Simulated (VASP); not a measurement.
A calculation with VASP 6.6.1 of Sb (native input, structure from a POSCAR):

File INCAR:

```
  PREC = Accurate
  ENCUT = 520
  EDIFF = 1E-7
  ISMEAR = 0
  SIGMA = 0.1
  LREAL = False
  LASPH = True
  NELM = 60
  ALGO = Normal
  ISIF = 2
  LWAVE = False
  LCHARG = False
  GGA = CA
  NBANDS = 8
```

KPOINTS

```
regular mesh
0
Gamma
  8 8 8
```

File POSCAR:

```
Sb
1.0
    3.1600000000      0.0000000000      0.0000000000
    0.0000000000      3.1600000000      0.0000000000
    0.0000000000      0.0000000000      3.1600000000
Sb
1
Direct
    0.0000000000      0.0000000000      0.0000000000
```

Potentials or basis: VASP PAW LDA potentials, release 64 (Sb).

The run is started by

```bash
$ cat potpaw_LDA.64/Sb/POTCAR > POTCAR
$ mpirun -np 1 vasp_std > vasp.out
```

This isn't the form of Sb at room conditions, which is rhombohedral.

Problem. Write the same calculation in another form: ASE script, structure typed inline.

Solution. As run:

run.py

```python
from ase import Atoms
from ase.calculators.vasp import Vasp
from ase.dft.bandgap import bandgap

atoms = Atoms(
    ['Sb'],
    cell=[[3.16, 0.0, 0.0], [0.0, 3.16, 0.0], [0.0, 0.0, 3.16]],
    scaled_positions=[[0.0, 0.0, 0.0]],
    pbc=True,
)
calc = Vasp(
    directory='calc',
    xc='lda',
    pp='LDA',
    setups='materialsproject',
    prec='Accurate',
    encut=520,
    ediff=1e-06,
    ismear=0,
    sigma=0.1,
    lreal=False,
    lasph=True,
    nelm=100,
    algo='Normal',
    isif=2,
    lwave=False,
    lcharg=True,
    lelf=True,
    lvhar=True,
    kpts=[8, 8, 8],
    gamma=True,
    nbands=8,
)
atoms.calc = calc

print('energy (eV):', atoms.get_potential_energy())
print('free energy (eV):', atoms.get_potential_energy(force_consistent=True))
print('forces (eV/A):')
print(atoms.get_forces())
print('stress (eV/A^3, Voigt):', atoms.get_stress())
print('Fermi level (eV):', calc.get_fermi_level())
gap, top, bottom = bandgap(calc)
print('band gap (eV):', gap, 'from (spin, k, band)', top, 'to', bottom)
```

Potentials or basis: VASP PAW LDA potentials, release 64 (Sb).

Launch:

```sh
$ python run.py
```

Both were run:

|  | native input, structure from a POSCAR | ASE script, structure typed inline |
| --- | --- | --- |
| Pressure | -5.6 GPa | -5.6 GPa |
| Band gap on the k mesh | none (metal or under the smearing width) | none (metal or under the smearing width) |

Keys that steer only the numerical path or the files written may differ.
